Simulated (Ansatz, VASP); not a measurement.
## In: VASP beside Ansatz

```
In
1.0
    -1.59675    1.59675    2.44244
     1.59675   -1.59675    2.44244
     1.59675    1.59675   -2.44244
In
1
Direct
  0.00000 0.00000 0.00000
```

Change from the starting cell: volume scaled by 0.9405, PAW files.

Alike in both runs: task electric field gradients; functional r2SCAN; k mesh 14 × 14 × 14; occupations fermi-dirac, width 0.03 eV; no spin polarisation.

|  | VASP | Ansatz |
| --- | --- | --- |
| version | VASP 6.6.1 | Ansatz 0.2.0 |
| potentials or method | VASP PAW PBE potentials, release 64 (In_d) | PAW with Ansatz's default frozen-core files, scalar-relativistic |
| plane-wave cutoff (eV) | 520 | 500 |
| valence electrons in the cell | 13 | 13 |

Ansatz gave:

* pressure (GPa): 2.6
* largest component of the traceless stress (GPa): 0.33
* Vzz of the field gradient on the site that differs most (V/Å²): 28.9

Problem. Estimate VASP's values.

Solution. Pressure (GPa): 2.6; largest component of the traceless stress (GPa): 0.33; Vzz of the field gradient on the site that differs most (V/Å²): 28.3.

Ansatz warned: «gradients_without_spin_orbit».

Caveats: the PAW data sets were made with another functional, which shifts forces and pressure a little (VASP).
